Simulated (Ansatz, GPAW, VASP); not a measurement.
# One calculation of GaAs, 4 ways

```
As Ga
1.0
     0.00000    2.82685    2.82685
     2.82685    0.00000    2.82685
     2.82685    2.82685    0.00000
As Ga
1 1
Direct
  0.75000 0.75000 0.75000
  0.00000 0.00000 0.00000
```

Alike in all runs: task single point; functional PBE; k mesh 8 × 8 × 8; occupations gaussian, width 0.025 eV; no spin polarisation; no spin-orbit coupling. Pressure is positive in compression and, in plane waves, holds the error of the finite cutoff, which Ansatz's Pulay term estimates and takes out.

```tsv
program and potentials	plane-wave cutoff (eV)	notes	band gap (eV)	pressure (GPa)
Ansatz, Ansatz PAW	420	14 valence electrons an atom on average; Pulay term of +0.03 GPa included	0.52	3.27
VASP, PBE PAW files As, Ga_d, 520 eV	520	9 valence electrons an atom on average	0.52	3.44
Ansatz, all-electron LAPW, scalar-relativistic	-	-	0.52	3.27
GPAW, GPAW PAW data sets (gpaw-data 1.2.1)	600	4 valence electrons an atom on average	0.59	4.33
```

The band gap spans 0.52 (Ansatz, Ansatz PAW) to 0.59 eV (GPAW, GPAW PAW data sets (gpaw-data 1.2.1)), with all-electron results at 0.52. The pressure spans 3.27 (Ansatz, Ansatz PAW) to 4.33 GPa (GPAW, GPAW PAW data sets (gpaw-data 1.2.1)), with all-electron results at 3.27. Spin-orbit coupling, left out here, moves the band edges of heavy atoms.

The functional is the same throughout but for its coding, so the spread measures potentials, basis and numerics; runs on potential files found faulty are left out.
